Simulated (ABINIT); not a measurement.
## Moving the functional in TiTe

```
Te Ti
1.0
     3.84200    0.00000    0.00000
    -1.92100    3.32727    0.00000
     0.00000    0.00000    6.40300
Te Ti
2 2
Direct
  0.66667 0.33333 0.75000
  0.33333 0.66667 0.25000
  0.00000 0.00000 0.50000
  0.00000 0.00000 0.00000
```

Kept alike: task band structure; k mesh 8 × 8 × 4; occupations fermi-dirac, width 0.05 eV; no spin polarisation. Program: ABINIT, potentials by row: JTH PAW LDA v2.0 (LDA); PseudoDojo NC SR PBEsol v0.4.1 standard (PBEsol). Cutoffs run from 408 to 1143 eV. The mesh is that of the run's cell of 4 atoms. No spin-orbit coupling.

| functional | pressure (GPa) |
| --- | --- |
| LDA | 1.30 |
| PBEsol | 3.65 |

Pressure is positive in compression; the values hold the error of the finite cutoff, so their zero can differ a little from the energy's minimum. For a metal such a mesh leaves the last digits unconverged. Runs of this series that gave no sound value for these columns are left out.

Task: What does the functional change here?

Result: The pressure runs from 1.30 (LDA) to 3.65 GPa (PBEsol). A positive pressure means that the functional's own cell is larger than the one given, a negative one that it is smaller.
